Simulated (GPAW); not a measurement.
**TiCo3 in GPAW: the effect of strain hydrostatic**

TiCo3:

```
CELL_PARAMETERS angstrom
3.49958 0.00000 0.00000
0.00000 3.49958 0.00000
0.00000 0.00000 3.49958
ATOMIC_POSITIONS crystal
Co 0.50000 0.50000 0.00000
Co 0.50000 0.00000 0.50000
Co 0.00000 0.50000 0.50000
Ti 0.00000 0.00000 0.00000
```

Alike in all runs:

| Quantity | Value |
| --- | --- |
| Program | GPAW 26.7.0 |
| Task | single point |
| Functional | PBEsol |
| Potentials or basis | PAW data sets generated in the run's folder for this functional |
| Cutoff | 600 eV |
| Basis | pw |
| k mesh | 8 × 8 × 8 |
| Occupations | fermi-dirac, width 0.05 eV |
| Spin | collinear spin, ferromagnetic start |
| Starting moments | [2.0, 2.0, 2.0, 1.0] μB |
| Maxiter | 150 |

| strain hydrostatic | pressure (GPa) | moment (μB) |
| --- | --- | --- |
| -0.02 | 6.5 | 0.47 |
| -0.01 | -1.1 | 0.70 |
| 0 | -3.7 | 2.49 |
| 0.01 | -9.3 | 2.63 |
| 0.02 | -14.2 | 2.70 |
| 0.04 | ? | ? |

Q: What does the run with strain hydrostatic 0.04 give?

A: Pressure -22.2 GPa; moment 2.80 μB.

Worked out: A parabola through the other rows of the pressure, of slope -359 GPa per unit of strain hydrostatic there, extrapolates to -21.8 GPa, against the run's -22.2. The moment follows no smooth curve through the other rows.

Caveats: the density grid can change from cell to cell, which puts small steps into energies and stress.
